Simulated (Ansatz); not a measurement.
System: zinc-blende ZnTe. Method: r²SCAN (PAW; Ansatz, a first-principles code).

Settings: plane-wave cutoff 600 eV, 12×12×12 k mesh, finite displacements, scalar-relativistic PAW data made under PBE.

Cell (relaxed at this level):

```cif
data_TeZn
_chemical_formula_sum 'Zn1 Te1'
_space_group_name_H-M_alt 'P 1'
_space_group_IT_number 1
_cell_length_a 4.32294
_cell_length_b 4.32294
_cell_length_c 4.32294
_cell_angle_alpha 60.000
_cell_angle_beta 60.000
_cell_angle_gamma 60.000
loop_
_space_group_symop_operation_xyz
  'x, y, z'
loop_
_atom_site_label
_atom_site_type_symbol
_atom_site_fract_x
_atom_site_fract_y
_atom_site_fract_z
_atom_site_occupancy
Zn1 Zn 0.00000 0.00000 0.00000 1
Te1 Te 0.75000 0.75000 0.75000 1
```

**Question.** Predict the LO(Γ) frequency, Born effective charge (magnitude), static dielectric constant, TO(Γ) frequency and electronic dielectric constant ε∞.

**Answer.** 
- LO(Γ) frequency: 204 cm⁻¹
- Born effective charge (magnitude): 2.03 e
- static dielectric constant: 10.5
- TO(Γ) frequency: 176 cm⁻¹
- electronic dielectric constant ε∞: 7.85

Measured, for comparison: zone-centre LO phonon frequency 207 ± 2 cm⁻¹ (room temperature, no zero-point or thermal correction, neutron, our sources range from 204 to 207; as tabulated in Vagelatos et al., J. Chem. Phys. (1974)); Born effective charge (magnitude) 2 e (temperature not stated, no zero-point or thermal correction, transverse charge, magnitude; as tabulated in Bennetto and Vanderbilt (1996), arXiv:mtrl-th/9601002); static dielectric constant 9.9, high-frequency dielectric constant 7.3 (300 K, no zero-point or thermal correction; as tabulated in Rakita et al. (2019), arXiv:1907.03971); zone-centre TO phonon frequency 177 ± 2 cm⁻¹ (room temperature, no zero-point or thermal correction, neutron, our sources range from 175 to 177; as tabulated in Vagelatos et al., J. Chem. Phys. (1974)). Computed (rounded) less measured: zone-centre LO phonon frequency -1 % (0.0 % to -1 % over the range), Born effective charge (magnitude) +1 %, static dielectric constant +6 %, zone-centre TO phonon frequency -0.6 % (inside the range of the sources held), high-frequency dielectric constant +8 %.

Spin–orbit coupling is not included.
